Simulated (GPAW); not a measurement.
Crystal: ZrS2.

```
Zr S
1.0
     3.69138    0.00000    0.00000
    -1.84569    3.19683    0.00000
     0.00000    0.00000    6.04108
Zr S
1 2
Direct
  0.00000 0.00000 0.00000
  0.33333 0.66667 0.23791
  0.66667 0.33333 0.76209
```

The cell is a database's computed one.

Base run:

```yaml
Program: GPAW 26.7.0
Functional: PBEsol
Potentials_or_basis: PAW data sets generated in the run's folder for this functional
Cutoff: 600 eV
Basis: pw
k_mesh: 8 × 8 × 5
Occupations: fermi-dirac, width 0.05 eV
Spin: no spin polarisation
Hubbard_terms: Zr d U = 1 eV
```

Its results: band gap on the k mesh 1.12 eV, indirect (least direct gap 1.77 eV); pressure -1.9 GPa; largest force 0.088 eV/Å.

Task: After a change of settings the same cell gave: band gap on the k mesh 1.42 eV, indirect (least direct gap 2.10 eV); pressure 0.0 GPa; largest force 0.093 eV/Å. Which change was it?
A. hubbard terms from Zr d U = 1 eV to Zr d U = 8 eV
B. hubbard terms from Zr d U = 1 eV to Zr d U = 3 eV
C. hubbard terms from Zr d U = 1 eV to none
D. occupations from fermi-dirac, width 0.05 eV to gaussian, width 0.05 eV; hubbard terms from Zr d U = 1 eV to none

Result: B.

Caveats: this functional lacks dispersion, which binds the layers, so the pressure and a relaxed spacing across them are unreliable.

Not every run made on this cell is shown here.
